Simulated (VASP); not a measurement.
## B2As: single point with PBE

B2As:

```xyz
6
Lattice="5.2998 0.0000 0.0000 0.0000 5.2998 0.0000 0.0000 0.0000 2.6153" Properties=species:S:1:pos:R:3 pbc="T T T"
B     0.5710    2.0789    0.0000
B     2.0789    4.7288    0.0000
B     4.7288    3.2209    0.0000
B     3.2209    0.5710    0.0000
As    0.0000    0.0000    0.0000
As    2.6499    2.6499    0.0000
```

The cell was built by a generator and needn't be a form met in nature.

```json
{"Program": "VASP 6.6.1", "Task": "single point", "Functional": "PBE", "Potentials or basis": "VASP PAW PBE potentials, release 64 (B, As)", "Cutoff": "520 eV", "k mesh": "4 × 4 × 8", "Occupations": "gaussian, width 0.1 eV", "Spin": "no spin polarisation", "Dipole correction": "no", "Further INCAR settings": "ALGO = Normal; EDIFF = 1e-06; NBANDS = 20"}
```

```json
{
 "Pressure": "0.2 GPa",
 "Largest force": "0.032 eV/Å",
 "Band gap on the k mesh": "none (metal or under the smearing width)"
}
```

Forces in eV/Å, atoms in the order of the input:
```
B   -0.023  0.023  0.000
B    0.023  0.023  0.000
B    0.023 -0.023  0.000
B   -0.023 -0.023  0.000
As   0.000  0.000  0.000
As   0.000  0.000  0.000
```

Levels at points of the mesh, in eV from the Fermi level:
```
           k point  band 8  band 9  band 10  band 11  band 12  band 13  band 14  band 15  band 16  band 17
(0.00, 0.00, 0.00)   -5.45   -2.51     1.97     2.70     2.84     4.67     5.73     5.73     6.36     6.85
(0.50, 0.00, 0.00)   -4.22   -0.82    -0.82     2.32     2.32     3.64     3.64     6.17     6.17     6.58
(0.50, 0.50, 0.00)   -3.92   -2.44    -2.44    -0.36    -0.36     4.17     4.17     5.35     5.35     7.17
(0.00, 0.00, 0.50)   -4.38   -3.14    -3.14    -3.05    -0.67    -0.54    -0.54    -0.27     4.32     4.91
(0.50, 0.00, 0.50)   -4.96   -2.72    -2.72    -2.16    -2.16     0.63     0.63     1.20     1.20     5.47
(0.50, 0.50, 0.50)   -4.20   -2.16    -2.16    -1.91    -1.91     0.28     0.28     2.51     2.51     2.71
```

It took 46 s on 1 thread of Intel(R) Xeon(R) Platinum 8375C CPU @ 2.90GHz (Ice Lake) (shared host), peak memory 0.19 GiB.
